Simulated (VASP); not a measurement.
Here is a VASP 6.6.1 calculation.

File INCAR:

```
PREC = Accurate ; ENCUT = 600
EDIFF = 1E-6 ; ISMEAR = -1
SIGMA = 0.05 ; LREAL = False
LASPH = True ; NELM = 100
ALGO = Normal ; ISIF = 3
LWAVE = False ; LCHARG = False
GGA = PE ; IBRION = 2
NSW = 40 ; EDIFFG = -0.005
```

The input KPOINTS:

```
Automatic mesh
0
Gamma
  8 8 2
```

The input POSCAR:

```
ZnS
1.0
    3.8120000000      0.0000000000      0.0000000000
   -1.9060000000      3.3012888392      0.0000000000
    0.0000000000      0.0000000000     18.6899900000
Zn S
6 6
Direct
    0.3333333333      0.6666666667      0.8333300000
    0.6666666667      0.3333333333      0.3333300000
    0.6666666667      0.3333333333      0.6666700000
    0.3333333333      0.6666666667      0.1666700000
    0.0000000000      0.0000000000      0.5000000000
    0.0000000000      0.0000000000      0.0000000000
    0.3333333333      0.6666666667      0.9583300000
    0.6666666667      0.3333333333      0.4583300000
    0.6666666667      0.3333333333      0.7916700000
    0.3333333333      0.6666666667      0.2916700000
    0.0000000000      0.0000000000      0.6250000000
    0.0000000000      0.0000000000      0.1250000000
```

Potentials or basis: VASP PAW PBE potentials, release 54 (Zn, S).

Run with:

```sh
$ cat potpaw_PBE.54/Zn/POTCAR potpaw_PBE.54/S/POTCAR > POTCAR
$ mpirun -np 1 vasp_std > vasp.out
```

**Question.** What does it give for the space group after relaxing (to 0.05 Å)?

**Answer.** P6_3mc (No. 186).

**Question.** What does it give for the band gap on the k mesh?

**Answer.** 2.03 eV, direct.

**Question.** Estimate the relaxed volume.

**Answer.** 20.21 Å³/atom.

**Question.** What does it give for the relaxed cell?

**Answer.** a = 3.851 Å, b = 3.851 Å, c = 18.887 Å, α = 90.00°, β = 90.00°, γ = 120.00°.

Step by step:
| step | energy change (eV) | largest force (eV/Å) | pressure (GPa) | volume (Å³) |
| --- | --- | --- | --- | --- |
| 1 | 0.0000 | 0.0299 | 2.18 | 235.20 |
| 2 | -0.0474 | 0.0125 | -0.50 | 244.39 |
| 3 | -0.0505 | 0.0156 | -0.02 | 242.62 |
| 4 | -0.0505 | 0.0158 | 0.03 | 242.47 |
| 5 | -0.0505 | 0.0101 | 0.01 | 242.47 |
| 6 | -0.0506 | 0.0071 | 0.01 | 242.47 |
| 7 | -0.0506 | 0.0069 | 0.01 | 242.47 |
| 8 | -0.0506 | 0.0030 | -0.01 | 242.55 |

A k mesh can miss the band edges. PBE usually gives volumes a little too large and moduli too small.
